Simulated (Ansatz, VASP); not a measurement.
# C in VASP and in Ansatz

INCAR

```
SYSTEM = C
  PREC = Accurate
  ENCUT = 520
  EDIFF = 1E-7
  ISMEAR = 0
  SIGMA = 0.05
  LREAL = .False.
  LASPH = .True.
  NELM = 100
  ALGO = Normal
  ISIF = 2
  LWAVE = .False.
  LCHARG = .False.
  GGA = PE
  NBANDS = 26
```

KPOINTS

```
regular mesh
0
Gamma
  6 6 6
  0 0 0
```

The input POSCAR:

```
C
1.0
    3.5668000000      0.0000000000      0.0000000000
    0.0000000000     -3.5668000000      0.0000000000
    0.0000000000      0.0000000000     -3.5668000000
C
8
Direct
    0.5000000000      0.0000000000     -0.0588763037
    0.0000000000      0.5000000000      0.0000000000
    0.0000000000      0.0000000000      0.5000000000
    0.5000000000      0.5000000000      0.5000000000
    0.7500000000      0.7500000000      0.7500000000
    0.2500000000      0.2500000000      0.7500000000
    0.2500000000      0.7500000000      0.2500000000
    0.7500000000      0.2500000000      0.2500000000
```

Input for Ansatz:

```yaml
crystal:
  lattice:
    - [3.5668, 0.0, 0.0]
    - [0.0, -3.5668, 0.0]
    - [0.0, 0.0, -3.5668]
  atoms:
    - { symbol: C, position: [0.5, 0.0, -0.0588763037] }
    - { symbol: C, position: [0.0, 0.5, 0.0] }
    - { symbol: C, position: [0.0, 0.0, 0.5] }
    - { symbol: C, position: [0.5, 0.5, 0.5] }
    - { symbol: C, position: [0.75, 0.75, 0.75] }
    - { symbol: C, position: [0.25, 0.25, 0.75] }
    - { symbol: C, position: [0.25, 0.75, 0.25] }
    - { symbol: C, position: [0.75, 0.25, 0.25] }
basis:
  ecutwfc: 420
kpoints:
  mp_grid: { grid: [6, 6, 6] }
hamiltonian:
  xc: pbe
scf:
  occupations: { method: gaussian, width: 0.05 }
output:
  forces: true
  stress: true
  eigenvalues: true
```

Alike in both runs: task single point; functional PBE; k mesh 6 × 6 × 6; occupations gaussian, width 0.05 eV; no spin polarisation.

|  | VASP | Ansatz |
| --- | --- | --- |
| version | VASP 6.6.1 | Ansatz 0.2.0 |
| potentials or method | VASP PAW PBE potentials, release 64 (C) | scalar-relativistic, plane waves, PAW |
| plane-wave cutoff (eV) | 520 | 420 |
| valence electrons in the cell | 32 | 32 |

```csv
,VASP,Ansatz,Ansatz less VASP
gap on the k mesh at the Fermi level (eV),2.73,2.74,+0.005
least direct gap on the mesh (eV),2.73,2.74,+0.005
pressure (GPa),7.0,6.3,-0.68
largest component of the traceless stress (GPa),3.08,2.92,-0.166
rms of the force components (eV/Å),2.089,2.081,-0.0084
```

Atom by atom the forces differ by 0.011 eV/Å (rms over components).

Caveats: forces of over 1 eV/Å show positions far from the minimum, so gaps and moduli don't describe the material at rest.
